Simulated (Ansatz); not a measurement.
Isolated molecules relaxed with PBE0-D4/def2-TZVP in Ansatz; ΔE leaves out vibrations. CCSD(T)/CBS is the MP2 limit (def2-TZVPP, def2-QZVPP) plus CCSD(T) − MP2 in def2-TZVPP, frozen cores. Functionals use def2-TZVPP. HSE06 is defined as in plane-wave codes. def2 core potentials past Kr. For Se, Sn outer-core shells are correlated without core-valence functions, which leaves a few kJ/mol of doubt a bond. Scalar relativity is left out up to krypton. One conformer a species, not always the lowest.

`Cc1ccccc1O` + `[OH][SnH2][SeH]` → `C[O][SnH2][SeH]` + phenol  (substitution at a C–C bond)

| level | ΔE (kJ/mol) | difference from CCSD(T)/CBS |
| --- | --- | --- |
| LDA (SPW92) | 73.3 | 4.1 |
| PBE-D4 | 67.5 | -1.7 |
| BLYP-D4 | 61.4 | -7.8 |
| CAM-B3LYP-D4 | 64.4 | -4.8 |
| ωB97X-V | 65.4 | -3.8 |
| PBE | 66.1 | -3.1 |
| revPBE | 63.2 | -6.0 |
| HSE06 | 68.2 | -1.0 |
| BHLYP | 62.5 | -6.7 |
| CAM-B3LYP | 63.3 | -5.9 |
| LC-ωPBE | 69.4 | 0.2 |
| MP2/def2-SVP | 72.3 | 3.1 |
| CCSD(T)/def2-SVP | 63.2 | -6.0 |
| SCS-MP2/def2-TZVPP | 70.1 | 0.9 |
| CCSD(T)/def2-TZVPP | 68.4 | -0.8 |
| SCS-MP2/def2-QZVPP | 70.7 | 1.5 |
| CCSD(T)/CBS | 69.2 | 0 |

Largest T1 diagnostic among the species: 0.012.

In def2-TZVPP, CCSD(T) changes the Hartree–Fock value by +12.2 kJ/mol (the triples alone add +1.2 kJ/mol) and MP2 by +20.5 kJ/mol. From BLYP to BHLYP (50 % exact exchange), in def2-TZVPP and without D4, ΔE moves by +4.1 kJ/mol. Leaving LDA and LC-ωPBE aside and taking each functional with its dispersion term where it has one, the values, not all of them listed here, spread over 10.9 kJ/mol, from BLYP-D4 to PBE-QIDH. LDA lies +7.3 kJ/mol from PBE without D4.

CCSD(T)/CBS has its own doubt, a few kJ/mol and more with outer-core shells, so smaller differences from it don't rank the levels.
